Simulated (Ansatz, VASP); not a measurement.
# BAs in VASP and in Ansatz

```xyz
2
Lattice="0.0000 2.3885 2.3885 2.3885 0.0000 2.3885 2.3885 2.3885 0.0000" Properties=species:S:1:pos:R:3 pbc="T T T"
B     0.0000    0.0000    0.0000
As    3.5827    3.5827    3.5827
```

Alike in both runs: task single point; functional r2SCAN; k mesh 6 × 6 × 6; occupations gaussian, width 0.1 eV; no spin polarisation.

|  | VASP | Ansatz |
| --- | --- | --- |
| version | VASP 6.6.1 | Ansatz 0.2.0 |
| potentials or method | VASP PAW PBE potentials, release 64 (B, As) | scalar-relativistic, plane waves, PAW |
| plane-wave cutoff (eV) | 520 | 500 |
| valence electrons in the cell | 8 | 18 |

VASP gave:

```
gap on the k mesh at the Fermi level (eV) : 1.46
least direct gap on the mesh (eV)         : 3.44
pressure (GPa)                            : 0.9
```

Q: What did Ansatz give for the same quantities?

A: gap on the k mesh at the Fermi level (eV): 1.46; least direct gap on the mesh (eV): 3.44; pressure (GPa): 0.7.

The two sets of potentials don't hold the same shells in valence.

Caveats: the PAW data sets were made with another functional, which shifts forces and pressure a little (VASP). A k mesh can miss the band edges. r2SCAN opens gaps a little over a GGA but as a rule still falls short of measured ones.
